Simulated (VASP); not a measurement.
## HfO2: single point with PBE

Crystal: HfO2.

```
CELL_PARAMETERS angstrom
0.00000 2.55750 2.55750
2.55750 0.00000 2.55750
2.55750 2.55750 0.00000
ATOMIC_POSITIONS crystal
Hf 0.00000 0.00000 0.00000
O 0.25000 0.25000 0.25000
O 0.75000 0.75000 0.75000
```

Measurements of this composition are mostly on another form, of space group No. 14.

- Program: VASP 6.6.1
- Task: single point
- Functional: PBE
- Potentials or basis: VASP PAW PBE potentials, release 64 (Hf_pv, O)
- Cutoff: 520 eV
- k mesh: 9 × 9 × 9
- Occupations: gaussian, width 0.01 eV
- Spin: no spin polarisation

| Item | Value |
| --- | --- |
| Pressure | -6.0 GPa |
| Band gap on the k mesh | 3.84 eV, indirect (least direct gap 3.95 eV) |

Levels at points of the mesh, in eV from the valence-band top:
| k point | band 7 | band 8 | band 9 | band 10 | band 11 | band 12 | band 13 | band 14 | band 15 | band 16 |
| --- | --- | --- | --- | --- | --- | --- | --- | --- | --- | --- |
| (0.00, 0.00, 0.00) | -5.13 | -5.13 | -0.54 | -0.54 | -0.54 | 3.86 | 3.86 | 5.67 | 10.14 | 10.14 |

Run time: 14 s on 1 thread of Intel(R) Xeon(R) 6975P-C (Granite Rapids) (shared host), peak memory 0.16 GiB.

Caveat: spin-orbit coupling is left out, which moves the levels of the heavy elements; an odd mesh through Γ misses points on the zone boundary, where band edges often lie.
